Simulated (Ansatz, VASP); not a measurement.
SrO in VASP and in Ansatz

```xyz
2
Lattice="0.0000 2.7163 2.9099 2.7163 0.0000 2.9099 2.7163 2.7163 0.0000" Properties=species:S:1:pos:R:3 pbc="T T T"
Sr    0.0000    0.0000    0.0000
O     1.3582    1.3582    1.4550
```

Change from the starting cell: epitaxial_xy strain -2.7%.

Alike in both runs: task single point; functional PBE; k mesh 8 × 8 × 8; occupations fermi-dirac, width 0.02 eV; no spin polarisation.

|  | VASP | Ansatz |
| --- | --- | --- |
| version | VASP 6.6.1 | Ansatz 0.2.0 |
| potentials or method | VASP PAW PBE potentials, release 64 (Sr_sv, O) | plane waves, PAW |
| plane-wave cutoff (eV) | 520 | 420 |
| valence electrons in the cell | 16 | 16 |

|  | VASP | Ansatz | Ansatz less VASP |
| --- | --- | --- | --- |
| gap on the k mesh at the Fermi level (eV) | 2.53 | 2.53 | -0.005 |
| pressure (GPa) | 2.2 | 1.7 | -0.49 |
| largest component of the traceless stress (GPa) | 0.73 | 0.77 | +0.036 |

A k mesh can miss the band edges.
